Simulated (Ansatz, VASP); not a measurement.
# One calculation of LiF, two programs

File POSCAR:

```
LiF
1.0
   -0.0338848467      2.1446105480      2.1446105480
    2.1446105480     -0.0338848467      2.1446105480
    2.1107257013      2.1107257013      0.0000000000
Li F
1 1
Direct
   -0.0030721240     -0.0030721240      0.0030721240
    0.2530721240      0.2530721240      0.2469278760
```

INCAR.step1

```
SYSTEM = LiF
ALGO = Normal
EDIFF = 1E-4
ENCUT = 520
GGA = PE
ISMEAR = 0
LASPH = .True.
LCHARG = .False.
LREAL = .False.
LWAVE = .True.
NBANDS = 12
NELM = 60
PREC = Accurate
SIGMA = 0.01
```

The input INCAR.step2:

```
SYSTEM = LiF
ALGO = Normal
EDIFF = 1E-6
ENCUT = 520
ISIF = 2
ISMEAR = 0
ISTART = 1
LASPH = .True.
LCHARG = .False.
LMIXTAU = .True.
LREAL = .False.
LWAVE = .False.
METAGGA = R2SCAN
NBANDS = 12
NELM = 60
PREC = Accurate
SIGMA = 0.01
```

Contents of KPOINTS:

```
k-points
0
Gamma
  10 10 10
  0 0 0
```

Input for Ansatz:

```yaml
crystal:
  lattice:
    - [-0.0338848467, 2.144610548, 2.144610548]
    - [2.144610548, -0.0338848467, 2.144610548]
    - [2.1107257013, 2.1107257013, 0.0]
  atoms:
    - { symbol: Li, position: [-0.003072124, -0.003072124, 0.003072124] }
    - { symbol: F, position: [0.253072124, 0.253072124, 0.246927876] }
kpoints:
  mp_grid: { grid: [10, 10, 10] }
  band_path:
    path:
      - [0.0, 0.0, 0.0]
      - [-0.5, -0.5, 0.0]
      - [-0.375, -0.375, 0.25]
      - [-0.375, 0.0, 0.375]
      - [0.0, 0.0, 0.5]
      - [-0.5, -0.25, 0.25]
      - [-0.002604, -0.002604, 0.0]
    npoints: 1
hamiltonian:
  xc: r2scan
scf:
  occupations: { method: fixed }
  n_extra_bands: 4
output:
  forces: true
  stress: true
  eigenvalues: true
  write_density: true
  write_potential: true
  elf: true
  volumetric_format: npy
```

Change from the starting cell: shear_xy strain -3.2%.

Alike in both runs: task single point; functional r2SCAN; k mesh 10 × 10 × 10; no spin polarisation.

```csv
,VASP,Ansatz
version,VASP 6.6.1,Ansatz 0.2.0
potentials or method,"VASP PAW PBE potentials, release 64 (Li_sv, F)","plane waves, PAW"
plane-wave cutoff (eV),520,500
occupations,"gaussian, width 0.01 eV",fixed
valence electrons in the cell,10,10
```

```tsv
	VASP	Ansatz	Ansatz less VASP
gap on the k mesh at the Fermi level (eV)	8.69	8.60	-0.094
rms of the force components (eV/Å)	0.008	0.002	-0.0060
```

Atom by atom the forces differ by 0.006 eV/Å (rms over components).

Caveats: the PAW data sets were made with another functional, which shifts forces and pressure a little (VASP). A k mesh can miss the band edges.
